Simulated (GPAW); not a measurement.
The system is BN.

```
CELL_PARAMETERS angstrom
0.00000 1.81300 1.81300
1.81300 0.00000 1.81300
1.81300 1.81300 0.00000
ATOMIC_POSITIONS crystal
N 0.25000 0.25000 0.25000
B 0.00000 0.00000 0.00000
```

The cell is a database's computed one.

Program: GPAW 26.7.0. Alike in all runs: task band structure; no spin polarisation; cell as given; k mesh 13 × 13 × 13; cutoff (eV) 800; smearing fermi-dirac 0.05 eV.

Problem. Order these runs on this cell by their pressure, lowest first.
A. level revPBE; potentials or basis the program's PAW data sets (release 1.2.1) made for this functional, pw; band points 80
B. level LDA; potentials or basis the program's PAW data sets (release 1.2.1) made for this functional, pw; band points 100
C. level PBE; potentials or basis GPAW PAW data sets (gpaw-data 1.2.1), pw; band points 100

Solution. B (-15.5 GPa), C (-1.6 GPa), A (2.9 GPa).

Caveats: so large a pressure means that the cell lies far from this level's equilibrium, or that cutoff or potentials fall short (some runs).
